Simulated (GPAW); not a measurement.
Runs of GPAW 26.7.0 on MnS. Symmetry: F-43m, No. 216, cubic system. Conventional cell: a = 4.947 Å, b = 4.947 Å, c = 4.947 Å, α = 90.00°, β = 90.00°, γ = 90.00°. Around Mn (site symmetry -43m) lie 4 S at 2.14 Å. S (site symmetry -43m) has 4 Mn at 2.14 Å as nearest neighbours. The cell is a database's computed one.

```csv
task,level,potentials or basis,spin,U,cell,k mesh,cutoff (eV),smearing,ranks,maxiter,optimizer,fmax,max steps,mesh quality,gap on the mesh (eV),pressure (GPa),moment (μB),relaxed volume (Å³/atom)
single point,PBE0,"GPAW PAW data sets (gpaw-data 1.2.1), pw","collinear, ferromagnetic start",-,as given,3 × 3 × 3,500,fermi-dirac 0.05 eV,4,60,-,-,-,coarse,none,-,3.67,-
relaxation of cell and atoms,PBEsol+D3(BJ),"PAW data sets generated in the run's folder for this functional, pw","collinear, ferromagnetic start",-,relaxed,9 × 9 × 9,600,fermi-dirac 0.05 eV,-,150,FIRE,0.05 eV/Å,40,not flagged,none,0.2,(b),14.42
single point,PBEsol+D4+U,"PAW data sets generated in the run's folder for this functional, pw","collinear, ferromagnetic start",Mn d U = 4.5 eV,as given,9 × 9 × 9,600,fermi-dirac 0.1 eV,-,150,-,-,-,not flagged,none,50.8,4.55,-
relaxation of cell and atoms,PBEsol+D4,"PAW data sets generated in the run's folder for this functional, pw","collinear, ferromagnetic start",-,relaxed,9 × 9 × 9,600,fermi-dirac 0.05 eV,-,150,FIRE,0.02 eV/Å,60,not flagged,none,0.2,0.17,14.60
single point,HSE06,"GPAW PAW data sets (gpaw-data 1.2.1), pw","collinear, ferromagnetic start",-,as given,3 × 3 × 3,500,fermi-dirac 0.05 eV,4,60,-,-,-,coarse,none,-,3.67,-
electron localisation function,r2SCAN+D3(BJ)+U,"GPAW PAW data sets (gpaw-data 1.2.1), pw","collinear, zero start",Mn d U = 4 eV,as given,9 × 9 × 9,600,improved-tetrahedron-method,-,150,-,-,-,not flagged,none,(a),0.00,-
```

Q: Estimate the missing entries.

A: (a) 13.6; (b) 0.15.

Caveats: some runs use coarse meshes; pairwise dispersion overbinds metals, which lowers pressure and volume (some runs); the PAW data sets were made with another functional, which shifts forces and pressure a little (some runs); a cell with one magnetic atom can't hold antiferromagnetic order, which such compounds often take (some runs); exact exchange converges slowly with the k mesh, and this mesh is small (some runs); each step starts from the last one's moments, so a moment once lost doesn't come back (some runs); later steps reuse the first step's grids (some runs); the moment fell far below its start of 4 μB, so a state of higher moment may lie lower in energy (some runs).

A gap of «none» marks a metal or a gap under the smearing width.

Runs at the PBE level aren't shown here.
